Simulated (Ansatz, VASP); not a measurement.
## One calculation of Ba, two programs

```
Ba
1.0
     0.00000    3.23267    3.23267
     3.23267    0.00000    3.23267
     3.23267    3.23267    0.00000
Ba
1
Direct
  0.00000 0.00000 0.00000
```

Alike in both runs: task electric field gradients; functional LDA; k mesh 9 × 9 × 9; occupations fermi-dirac, width 0.05 eV; no spin polarisation.

|  | VASP | Ansatz |
| --- | --- | --- |
| version | VASP 6.6.1 | Ansatz 0.2.0 |
| potentials or method | VASP PAW LDA potentials, release 64 (Ba_sv) | PAW with Ansatz's default frozen-core files, scalar-relativistic |
| plane-wave cutoff (eV) | 520 | 420 |
| valence electrons in the cell | 10 | 10 |

|  | VASP | Ansatz | Ansatz less VASP |
| --- | --- | --- | --- |
| pressure (GPa) | -1.6 | -1.6 | -0.01 |
| Vzz of the field gradient on the site that differs most (V/Å²) | 0.0 | 0.0 | 0.00 |

Ansatz warned: «gradients_without_spin_orbit».

Spin-orbit coupling is left out, which matters for the levels of Ba.
